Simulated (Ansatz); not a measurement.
Runs of Ansatz 0.2.0 on HfO2. Symmetry: Fm-3m, No. 225, cubic system. The conventional cell has a = 5.115 Å, b = 5.115 Å, c = 5.115 Å, α = 90.00°, β = 90.00°, γ = 90.00°. Hf (site symmetry m-3m) is surrounded by 8 O at 2.21 Å. O (site symmetry -43m) is surrounded by 4 Hf at 2.21 Å. Measurements of this composition are mostly on another form, of space group No. 14.

```csv
level,gap on the mesh (eV),pressure (GPa),relaxed volume (Å³/atom)
revPBE+D3(BJ),3.97,0.0,10.89
RPBE+D3(BJ),4.12,0.0,10.31
revPBE+D4,3.97,0.0,10.89
BLYP+D4,3.91,0.0,11.05
BLYP+D3(BJ),(a),0.0,(b)
RPBE+D4,3.99,0.0,(c)
```

Alike in all rows: task relaxation of cell and atoms; potentials or basis Ansatz PAW; no spin polarisation; cell relaxed; k mesh 9 × 9 × 9; cutoff (eV) 420; smearing fermi-dirac 0.05 eV.

Problem. Fill in the values left out.

Solution. (a) 3.93; (b) 10.97; (c) 10.94.

Caveats: odd divisions of the mesh miss points on the zone boundary, where band edges often lie, so the gap on the mesh can be too wide; the plane-wave basis is chosen anew once the cell has moved, so the energies of steps on either side of that aren't comparable; spin-orbit coupling is left out, which moves the levels of the heavy elements; the PAW data sets come from PBE, with cores solved anew for the run's functional, which leaves a small shift of forces and pressure.

A k mesh can miss the band edges, and the runs leave out spin-orbit coupling on Hf.

Runs at the PBE level aren't shown here.
